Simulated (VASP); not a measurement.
Consider the following.

```
CELL_PARAMETERS angstrom
      0.00000     2.90247     2.90247
      2.90247     0.00000     2.90247
      2.90247     2.90247     0.00000
ATOMIC_POSITIONS crystal
  Li 0.00000 0.00000 0.00000
  I  0.50000 0.50000 0.50000
```

Calculation: LDA (Ceperley-Alder, Perdew-Zunger), VASP's LDA PAW potentials (set 64) (plane waves; VASP). Numerical set-up: 520 eV cut-off, 9×9×9 Γ-centred mesh, tetrahedra with Blöchl corrections, potentials Li_sv I.

Problem. What does the run give for the energy per atom (σ→0)?

Solution. 
```yaml
energy per atom (σ→0): -3.281 eV/atom
```

Only differences to runs with the same potentials and settings are physical.

The compound is LiI in the rock salt structure. It was relaxed first, which changed the volume by -10 %.
